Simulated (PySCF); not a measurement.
Molecule: N,N-Dimethylacetamide, C4H9NO.

Geometry:
```
atom   x (Å)   y (Å)   z (Å)
  C1   1.986  -0.242   0.255
  C2   0.811   0.712   0.197
  O3   0.970   1.907   0.365
  N4  -0.426   0.174  -0.054
  C5  -0.700  -1.223  -0.247
  C6  -1.569   1.051  -0.098
  H7   1.863  -1.002   1.041
  H8   2.875   0.359   0.477
  H9   2.139  -0.764  -0.701
 H10  -1.226  -1.389  -1.204
 H11   0.221  -1.814  -0.265
 H12  -1.345  -1.622   0.558
 H13  -1.219   2.079   0.057
 H14  -2.298   0.793   0.691
 H15  -2.081   0.982  -1.073
```

Geometry PBE0-D3(BJ)/def2-SVP throughout; GIAO in PySCF 2.14.0 with density-fitted response routines, gas phase, one conformer, non-relativistic; equivalent atoms averaged; basis pcSseg-1.

Problem. How do the absolute shieldings σ depend on the functional? (ppm; last column core-seconds on shared hosts with different chips, so compare them loosely; the GGAs took longer than the global hybrids here, which isn't the general rule, and the cause wasn't traced)

Solution. 
```tsv
functional	kind	C2	C5	C6	C1	O3	N4	H13/H14/H15	H10/H11/H12	H7/H8/H9	core-s
HF	Hartree–Fock	13.3	157.6	160.6	167.8	-87.0	172.5	28.82	29.03	29.70	5.8
LDA	LDA	13.7	142.1	147.9	158.8	-109.9	136.7	27.91	27.92	28.86	17
PBE	GGA	18.0	141.8	147.2	157.7	-102.1	137.4	28.30	28.33	29.24	21
BLYP	GGA	11.5	136.7	142.0	152.3	-108.7	131.8	28.44	28.48	29.40	21
BP86	GGA	17.2	141.2	146.6	157.1	-99.6	137.2	28.35	28.39	29.30	21
OPBE	GGA	29.8	148.4	153.4	163.4	-83.5	145.2	28.36	28.41	29.27	22
KT2	GGA	27.5	145.2	150.8	161.9	-79.3	145.1	28.27	28.31	29.24	17
KT3	GGA	28.6	145.1	150.2	160.7	-77.6	143.9	28.43	28.50	29.39	18
B97-D	GGA	19.9	141.3	146.3	156.6	-88.5	138.3	28.48	28.54	29.44	17
B3LYP	global hybrid	10.4	141.7	146.5	156.0	-109.5	140.2	28.48	28.57	29.43	9.9
PBE0	global hybrid	16.4	147.4	152.1	161.6	-103.1	147.2	28.39	28.47	29.31	13
mPW1PW91	global hybrid	15.2	146.6	151.2	160.6	-103.7	146.1	28.44	28.53	29.36	10
WP04	global hybrid	2.3	134.2	138.3	148.1	-105.1	126.9	28.73	28.86	29.64	11
B97-2	global hybrid	18.7	146.8	151.3	160.9	-94.0	146.6	28.49	28.58	29.42	10
BHandHLYP	global hybrid	9.7	148.1	152.1	160.6	-106.2	152.3	28.56	28.70	29.48	9.4
CAM-B3LYP	range-separated hybrid	9.1	145.8	150.2	158.8	-108.0	148.1	28.43	28.55	29.38	13
wB97X-D	range-separated hybrid	14.2	147.5	151.9	160.8	-100.3	149.8	28.50	28.62	29.43	13
LC-wPBE	range-separated hybrid	13.5	152.8	156.7	164.4	-97.9	158.6	28.49	28.63	29.39	18
```

Problem. Which nucleus moves most, in ppm?

Solution. N4 (amide-type nitrogen): from 126.9 ppm with WP04 to 172.5 ppm with HF. The smallest spread is 0.84 ppm, at H7/H8/H9. Proton shifts span only some 12 ppm, so a few tenths of a ppm matter as much there as several ppm in carbon.
